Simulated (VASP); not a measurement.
A calculation with VASP 6.6.1 of GaCo (ASE script, structure from a P1 CIF):

run.py

```python
from ase.calculators.vasp import Vasp
from ase.dft.bandgap import bandgap
from ase.io import read

atoms = read('GaCo.cif')
atoms.set_initial_magnetic_moments([0.0, 2.0])
calc = Vasp(
    directory='calc',
    xc='pbesol',
    pp='PBE',
    setups='materialsproject',
    prec='Accurate',
    encut=520,
    ediff=1e-07,
    ismear=0,
    sigma=0.02,
    lreal=False,
    lasph=True,
    nelm=150,
    algo='Fast',
    isif=2,
    lwave=False,
    lcharg=True,
    ispin=2,
    lorbit=11,
    lmaxmix=4,
    lelf=True,
    lvhar=True,
    kpts=[9, 9, 9],
    gamma=True,
)
atoms.calc = calc

print('energy (eV):', atoms.get_potential_energy())
print('free energy (eV):', atoms.get_potential_energy(force_consistent=True))
print('forces (eV/A):')
print(atoms.get_forces())
print('stress (eV/A^3, Voigt):', atoms.get_stress())
print('Fermi level (eV):', calc.get_fermi_level())
print('moment (muB):', atoms.get_magnetic_moment())
print('site moments (muB):', atoms.get_magnetic_moments())
gap, top, bottom = bandgap(calc)
print('band gap (eV):', gap, 'from (spin, k, band)', top, 'to', bottom)
```

GaCo.cif

```cif
data_GaCo
_cell_length_a 2.87800000
_cell_length_b 2.87800000
_cell_length_c 2.87800000
_cell_angle_alpha 90.00000000
_cell_angle_beta 90.00000000
_cell_angle_gamma 90.00000000
_space_group_name_H-M_alt 'P1'
_space_group_name_Hall 'P 1'
_space_group_IT_number 1
loop_
_space_group_symop_operation_xyz
'x,y,z'
loop_
_atom_site_label
_atom_site_type_symbol
_atom_site_symmetry_multiplicity
_atom_site_Wyckoff_symbol
_atom_site_fract_x
_atom_site_fract_y
_atom_site_fract_z
_atom_site_occupancy
Ga1 Ga 1 a 0.5000000000 0.5000000000 0.5000000000 1
Co1 Co 1 a 0.0000000000 0.0000000000 0.0000000000 1
```

Potentials or basis: VASP PAW PBE potentials, release 64 (Ga_d, Co).

Command:

```sh
$ python run.py
```

Question: Write the same calculation in another form: native input, structure from a POSCAR.

Answer: As run:

Contents of INCAR:

```
SYSTEM = GaCo
ALGO     = Normal         ! electronic algorithm
EDIFF    = 1E-6           ! SCF threshold, eV
ENCUT    = 520            ! plane-wave cutoff, eV
GGA      = PS             ! functional
ISIF     = 2              ! what is computed and relaxed
ISMEAR   = 0              ! smearing method
ISPIN    = 2              ! spin polarisation
LASPH    = .True.         ! aspherical terms in the spheres
LCHARG   = .False.        ! write CHGCAR
LMAXMIX  = 4              ! l up to which the mixer works
LORBIT   = 11             ! projections on sites
LREAL    = .False.        ! projectors in reciprocal space
LWAVE    = .False.        ! write WAVECAR
MAGMOM   = 0 2            ! initial moments
NELM     = 100            ! most SCF steps
PREC     = Accurate       ! precision mode
SIGMA    = 0.02           ! smearing width, eV
```

Contents of KPOINTS:

```
k-points
0
Gamma
  9 9 9
  0 0 0
```

Contents of POSCAR:

```
GaCo
1.0
    2.8780000000      0.0000000000      0.0000000000
    0.0000000000      2.8780000000      0.0000000000
    0.0000000000      0.0000000000      2.8780000000
Ga Co
1 1
Cartesian
    1.4390000000      1.4390000000      1.4390000000
    0.0000000000      0.0000000000      0.0000000000
```

Potentials or basis: VASP PAW PBE potentials, release 64 (Ga_d, Co).

Launch:

```sh
$ cat potpaw_PBE.64/Ga_d/POTCAR potpaw_PBE.64/Co/POTCAR > POTCAR
$ mpirun -np 1 vasp_std > vasp.out
```

Both were run:

|  | ASE script, structure from a P1 CIF | native input, structure from a POSCAR |
| --- | --- | --- |
| Pressure | -7.2 GPa | -7.2 GPa |
| Band gap on the k mesh | none (metal or under the smearing width) | none (metal or under the smearing width) |
| Net moment | 0.05 μB per cell | 0.05 μB per cell |
| Site moments | Ga -0.00; Co +0.05 μB | Ga -0.00; Co +0.05 μB |
| Valence electrons inside the program's atomic spheres | Ga 11.79; Co 8.35 | Ga 11.79; Co 8.35 |

Keys that steer only the numerical path or the files written may differ.

Caveat: the starting moments collapsed, and a magnetic state may lie lower; the PAW data sets were made with another functional, which shifts forces and pressure a little.
